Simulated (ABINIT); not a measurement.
CdO (Monteponite):

```xyz
2
Lattice="0.0000 2.3495 2.3495 2.3495 0.0000 2.3495 2.3495 2.3495 0.0000" Properties=species:S:1:pos:R:3 pbc="T T T"
Cd    0.0000    0.0000    0.0000
O     2.3495    2.3495    2.3495
```

Base run:

```yaml
Program: ABINIT 10.8.3 (patched build)
Functional: LDA
Potentials_or_basis: JTH PAW PBE v2.0
Cutoff: 762 eV
k_mesh: 10 × 10 × 10
Occupations: fermi-dirac, width 0.05 eV
Spin: no spin polarisation
```

Its results: band gap on the k mesh none (metal or under the smearing width); pressure -6.6 GPa.

**Question.** The run is repeated on the same cell with these changes: functional from LDA to PBEsol. What comes out?

**Answer.** Band gap on the k mesh none (metal or under the smearing width); pressure -1.4 GPa.

PBEsol binds less tightly than LDA, so the same cell stands under more pressure.

Caveats: the PAW data sets were made with another functional, which shifts forces and pressure a little.
